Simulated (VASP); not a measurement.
# Te (R-3m) in VASP: a series of runs

The runs below take Te through single point, with PBE.

Program: VASP 6.6.1. These are calculated values, not measurements. Logs are shortened: lines on timing, memory, paths and dates and some standing lists are left out, and cuts for length are marked.

## 1. Starting point

Symmetry: R-3m, No. 166, trigonal system. The conventional cell has a = 4.612 Å, b = 4.612 Å, c = 5.073 Å, α = 90.00°, β = 90.00°, γ = 120.00°. Te (site symmetry -3m) is surrounded by 6 Te at 3.15 Å.

This isn't the form of Te at room conditions, which is trigonal, of chains.

## 2. Single point, PBE

Contents of INCAR:

```
PREC     = Accurate       # precision mode
ENCUT    = 350            # plane-wave cutoff, eV
EDIFF    = 1E-6           # SCF threshold, eV
ISMEAR   = 0              # smearing method
SIGMA    = 0.02           # smearing width, eV
LREAL    = False          # projectors in reciprocal space
LASPH    = True           # aspherical terms in the spheres
NELM     = 100            # most SCF steps
ALGO     = Fast           # electronic algorithm
ISIF     = 2              # what is computed and relaxed
LWAVE    = False          # write WAVECAR
LCHARG   = False          # write CHGCAR
GGA      = PE             # functional
NBANDS   = 9              # bands
```

Contents of KPOINTS:

```
Automatic mesh
0
Gamma
  4 4 4
```

Contents of POSCAR:

```
Te
1.0
    2.3059043427      1.3313144930      1.6909537039
   -2.3059043427      1.3313144930      1.6909537039
    0.0000000000     -2.6626289860      1.6909537039
Te
1
Direct
    0.5000000000      0.5000000000      0.5000000000
```

Potentials or basis: VASP PAW PBE potentials, release 64 (Te_GW).

Run with:

```bash
$ cat potpaw_PBE.64/Te_GW/POTCAR > POTCAR
$ mpirun -np 1 vasp_std > vasp.out
```

OUTCAR:

```text
PREC = Accurate
   ENCUT = 350
   EDIFF = 1E-6
   ISMEAR = 0
   LREAL = False
   LASPH = True
   NELM = 100
   ISIF = 2
   GGA = PE

 ion  position               nearest neighbor table
   1  0.500  0.500  0.500-

  LATTYP: Found a trigonal (rhomboedric) cell.
 ALAT       =     3.1541904739
 COS(alpha) =    -0.0688991668

  Lattice vectors:

 A1 = (   2.3059043427,   1.3313144930,   1.6909537039)
 A2 = (  -2.3059043427,   1.3313144930,   1.6909537039)
 A3 = (   0.0000000000,  -2.6626289860,   1.6909537039)

Analysis of symmetry for initial positions (statically):
=====================================================================
 Subroutine PRICEL returns:
 Original cell was already a primitive cell.

 Routine SETGRP: Setting up the symmetry group for a
 trigonal (rhombohedral) supercell.

 Subroutine GETGRP returns: Found 12 space group operations
 (whereof 12 operations were pure point group operations)
 out of a pool of 12 trial point group operations.

The static configuration has the point symmetry D_3d.

Analysis of symmetry for dynamics (positions and initial velocities):
=====================================================================
 Subroutine PRICEL returns:
 Original cell was already a primitive cell.

 Routine SETGRP: Setting up the symmetry group for a
 trigonal (rhombohedral) supercell.

 Subroutine GETGRP returns: Found 12 space group operations
 (whereof 12 operations were pure point group operations)
 out of a pool of 12 trial point group operations.

The dynamic configuration has the point symmetry D_3d.

 Subroutine INISYM returns: Found 12 space group operations
 (whereof 12 operations are pure point group operations),
 and found     1 'primitive' translations

----------------------------------------------------------------------------------------

                                     Primitive cell

  volume of cell :      31.1462

  direct lattice vectors                    reciprocal lattice vectors
     2.305904343  1.331314493  1.690953704     0.216834667  0.125189553  0.197127415
    -2.305904343  1.331314493  1.690953704    -0.216834667  0.125189553  0.197127415
     0.000000000 -2.662628986  1.690953704     0.000000000 -0.250379107  0.197127415

  length of vectors
     3.154190474  3.154190474  3.154190474     0.318667405  0.318667405  0.318667405

  position of ions in fractional coordinates (direct lattice)
     0.500000000  0.500000000  0.500000000

  ion indices of the primitive-cell ions
   primitive index   ion index
                 1           1

----------------------------------------------------------------------------------------

 KPOINTS: Automatic mesh

Automatic generation of k-mesh.
 Grid dimensions read from file:
 generate k-points for:    4    4    4

 Generating k-lattice:

  Cartesian coordinates                     Fractional coordinates (reciprocal lattice)
     0.054208667  0.031297388  0.049281854     0.250000000  0.000000000  0.000000000
    -0.054208667  0.031297388  0.049281854     0.000000000  0.250000000  0.000000000
     0.000000000 -0.062594777  0.049281854     0.000000000  0.000000000  0.250000000

  Length of vectors
     0.079666851  0.079666851  0.079666851

  Shift w.r.t. Gamma in fractional coordinates (k-lattice)
     0.000000000  0.000000000  0.000000000

 Subroutine IBZKPT returns following result:
 ===========================================

 Found     13 irreducible k-points:

 Following reciprocal coordinates:
            Coordinates               Weight
  0.000000  0.000000  0.000000      1.000000
  0.250000 -0.000000  0.000000      6.000000
  0.500000 -0.000000  0.000000      3.000000
  0.250000  0.250000  0.000000      6.000000
  0.500000  0.250000  0.000000     12.000000
 -0.250000  0.250000  0.000000      6.000000
  0.500000  0.500000  0.000000      3.000000
  0.250000  0.250000  0.250000      2.000000
  0.500000  0.250000  0.250000      6.000000
 -0.250000  0.250000  0.250000      6.000000
  0.500000  0.500000  0.250000      6.000000
 -0.250000  0.500000  0.250000      6.000000
  0.500000  0.500000  0.500000      1.000000
   k-points           NKPTS =     13   k-points in BZ     NKDIM =     13   number of bands    NBANDS=      9
   number of dos      NEDOS =    301   number of ions     NIONS =      1
   total plane-waves  NPLWV =   8000
   dimension x,y,z NGX =    20 NGY =   20 NGZ =   20
   dimension x,y,z NGXF=    40 NGYF=   40 NGZF=   40
   ions per type =               1
   NGX,Y,Z   is equivalent  to a cutoff of  10.54, 10.54, 10.54 a.u.
   NGXF,Y,Z  is equivalent  to a cutoff of  21.08, 21.08, 21.08 a.u.
 SYSTEM =  unknown system
   PREC   = accura    normal or accurate (medium, high low for compatibility)
   ISTART =      0    job   : 0-new  1-cont  2-samecut
   ICHARG =      2    charge: 1-file 2-atom 10-const
   ISPIN  =      1    spin polarized calculation?
   LNONCOLLINEAR =      F non collinear calculations
   LSORBIT =      F    spin-orbit coupling
   LASPH  =      T    aspherical Exc in radial PAW
   ENCUT  =  350.0 eV  25.72 Ry    5.07 a.u.   4.81  4.81  4.81*2*pi/ulx,y,z
   NELM   =    100;   NELMIN=  2; NELMDL= -5     # of ELM steps
   EDIFF  = 0.1E-05   stopping-criterion for ELM
   LREAL  =      F    real-space projection
   EDIFFG = 0.1E-04   stopping-criterion for IOM
   NSW    =      0    number of steps for IOM
   IBRION =     -1    ionic relax: 0-MD 1-quasi-New 2-CG
   NFREE  =      0    steps in history (QN), initial steepest desc. (CG)
   ISIF   =      2    stress and relaxation
   ISYM   =      2    0-nonsym 1-usesym 2-fastsym
   POTIM  = 0.5000    time-step for ionic-motion
   TEBEG  =    0.0;   TEEND  =   0.0 temperature during run
   PSTRESS=    0.0 pullay stress
   NELECT =       6.0000    total number of electrons
   NUPDOWN=      -1.0000    fix difference up-down
   EMIN   =  10.00;   EMAX   =-10.00  energy-range for DOS
   EFERMI =   0.00;   METHOD = LEGACY
   ISMEAR =     0;   SIGMA  =   0.02  broadening in eV -4-tet -1-fermi 0-gaus
   EFERMI_NEDOS =   21; number of points for ismear=-14 and -15
   IALGO  =     68    algorithm
   IMIX   =      4    mixing-type and parameters
     AMIX     =   0.40;   BMIX     =  1.00
     AMIX_MAG =   1.60;   BMIX_MAG =  1.00
  volume/ion in A,a.u.               =      31.15       210.18
  Fermi-wavevector in a.u.,A,eV,Ry     =   0.945490  1.786717 12.162947  0.893951
  Thomas-Fermi vector in A             =   2.073397
   LORBIT       =      0    0 simple, 1 ext, 2 COOP (PROOUT), +10 PAW based schemes
   GGA     = PE    functional components
   LHFCALC =     F    Hartree Fock is set to
   AEXX    =    0.0000 exact exchange contribution
   IVDW    =     0    specifies the selected vdW correction
   LEPSILON=     F    determine dielectric tensor
   LRPA    =     F    only Hartree local field effects (RPA)
 non-spin polarized calculation
 RMM-DIIS sequential band-by-band and
 Gauss-broadening in eV      SIGMA  =   0.02
  energy-cutoff  :      350.00
  volume of cell :       31.15
 maximum number of plane-waves:       470
   NGX =  9   NGY =  9   NGZ =  9

 number of electron       5.9999997 magnetization

 Free energy of the ion-electron system (eV)
  ---------------------------------------------------
  ext. energy  EPLUGINS =         0.00000000
  ---------------------------------------------------
  free energy    TOTEN  =        -3.13707940 eV

  energy without entropy =       -3.13602860  energy(sigma->0) =       -3.13655400

 E-fermi :   6.0967     XC(G=0):  -9.5106

 val. band max:        6.0641625739   @ k =  -0.2500   0.5000   0.2500
 cond. band min:       6.1023876365   @ k =   0.5000   0.2500   0.2500
 fundamental gap:      0.0382250625
 Fermi energy:         6.0967092572

 k-point     1 :       0.0000    0.0000    0.0000
  band No.  band energies     occupation
      1      -6.8999      2.00000
      2       8.0256      0.00000
      3       8.5184      0.00000
      4       8.5184      0.00000
      5      13.2523      0.00000
      6      13.2523      0.00000
      7      13.7978      0.00000
      8      23.8928      0.00000
      9      24.0054      0.00000

 k-point     2 :       0.2500   -0.0000    0.0000
  band No.  band energies     occupation
      1      -6.1597      2.00000
      2       3.7982      2.00000
      3       8.7776      0.00000
      4       9.1074      0.00000
      5      13.9684      0.00000
      6      14.4695      0.00000
      7      18.7650      0.00000
      8      19.7733      0.00000
      9      20.3234      0.00000

 k-point     3 :       0.5000   -0.0000    0.0000
  band No.  band energies     occupation
      1      -5.0284      2.00000
      2       0.7663      2.00000
      3       9.5248      0.00000
      4       9.8711      0.00000
      5      14.9560      0.00000
      6      16.2365      0.00000
      7      17.0844      0.00000
      8      18.6003      0.00000
      9      18.6834      0.00000

 k-point     4 :       0.2500    0.2500    0.0000
  band No.  band energies     occupation
      1      -5.3543      2.00000
      2       4.1955      2.00000
      3       4.3062      2.00000
      4       9.5280      0.00000
      5      14.8660      0.00000
      6      15.8275      0.00000
      7      20.1095      0.00000
      8      20.3166      0.00000
      9      20.9292      0.00000
[... 73 lines left out ...]
 k-point    11 :       0.5000    0.5000    0.2500
  band No.  band energies     occupation
      1      -2.3850      2.00000
      2       2.7483      2.00000
      3       3.4397      2.00000
      4       6.9898      0.00000
      5       9.9068      0.00000
      6      13.6955      0.00000
      7      14.3837      0.00000
      8      17.9736      0.00000
      9      23.6648      0.00000

 k-point    12 :      -0.2500    0.5000    0.2500
  band No.  band energies     occupation
      1      -3.6001      2.00000
      2       2.0751      2.00000
      3       6.0642      1.97863
      4       6.5045      0.00000
      5      12.5262      0.00000
      6      13.5936      0.00000
      7      15.9692      0.00000
      8      19.7304      0.00000
      9      21.3749      0.00000

 k-point    13 :       0.5000    0.5000    0.5000
  band No.  band energies     occupation
      1      -1.1622      2.00000
      2       3.6441      2.00000
      3       3.6441      2.00000
      4       4.5852      2.00000
      5      11.0284      0.00000
      6      11.0284      0.00000
      7      12.5089      0.00000
      8      14.2708      0.00000
      9      29.5216      0.00000

------------------------ aborting loop because EDIFF is reached ----------------------------------------

  FORCE on cell =-STRESS in cart. coord.  units (eV):
  Direction    XX          YY          ZZ          XY          YZ          ZX
  --------------------------------------------------------------------------------------
  -------------------------------------------------------------------------------------
  Total       -0.0855794     -0.0855794      0.4724980      0.0000000     -0.0000000      0.0000000
  in kB       -4.4022496     -4.4022496     24.3055603      0.0000000     -0.0000000      0.0000000
  external PRESSURE =       5.1670204 kB  Pullay stress =       0.0000000 kB

 VOLUME and BASIS-vectors are now :
 -----------------------------------------------------------------------------
  energy-cutoff  :      350.00
  volume of cell :       31.15
      direct lattice vectors                 reciprocal lattice vectors
     2.305904343  1.331314493  1.690953704     0.216834667  0.125189553  0.197127415
    -2.305904343  1.331314493  1.690953704    -0.216834667  0.125189553  0.197127415
     0.000000000 -2.662628986  1.690953704     0.000000000 -0.250379107  0.197127415

 POSITION                                       TOTAL-FORCE (eV/Angst)
 -----------------------------------------------------------------------------------
      0.00000      0.00000      2.53643        -0.000000      0.000000      0.000000
 -----------------------------------------------------------------------------------
    total drift:                                0.000000      0.000000      0.000000

  FREE ENERGIE OF THE ION-ELECTRON SYSTEM (eV)
  ---------------------------------------------------
  free  energy   TOTEN  =        -3.1370793964 eV

  energy  without entropy=       -3.1360285960  energy(sigma->0) =       -3.13655400
```

Wall time 2.9 s (1 thread of Intel Xeon Platinum 8488C (Sapphire Rapids), shared host); peak memory 0.12 GiB.

What came out:

```
Free energy            : -3.1371 eV
Pressure               : 0.5 GPa
Band gap on the k mesh : none (metal or under the smearing width)
```

Caveat: the k mesh is coarse (spacing up to 0.50 Å⁻¹), so the values aren't converged.

## 3. Single point, PBE

Contents of INCAR:

```
PREC = Accurate
ENCUT = 520
EDIFF = 1E-6
ISMEAR = 0
SIGMA = 0.012
LREAL = False
LASPH = True
NELM = 80
ALGO = Fast
ISIF = 2
LWAVE = False
LCHARG = False
GGA = PE
```

Contents of KPOINTS:

```
Automatic mesh
0
Gamma
  9 9 9
```

POSCAR is that of step 2.

Potentials or basis: VASP PAW PBE potentials, release 64 (Te).

Run with:

```bash
$ cat potpaw_PBE.64/Te/POTCAR > POTCAR
$ mpirun -np 1 vasp_std > vasp.out
```

It took 5.1 s on 1 thread of Intel Xeon Platinum 8559C (Emerald Rapids), shared host; peak memory 0.14 GiB.

The run converged. Its results:

- Free energy: -3.0849 eV
- Pressure: 2.6 GPa
- Band gap on the k mesh: none (metal or under the smearing width)

Stress tensor (GPa, compression positive):
```
2.73 0.00 0.00
0.00 2.73 0.00
0.00 0.00 2.44
```

Levels at points of the mesh, in eV from the Fermi level:
| k point | band 1 | band 2 | band 3 | band 4 | band 5 | band 6 |
| --- | --- | --- | --- | --- | --- | --- |
| (0.00, 0.00, 0.00) | -13.98 | 0.95 | 1.43 | 1.43 | 6.05 | 6.05 |

The run has no spin-orbit coupling, so splittings on Te are missing.

[end of part 1 of 2]
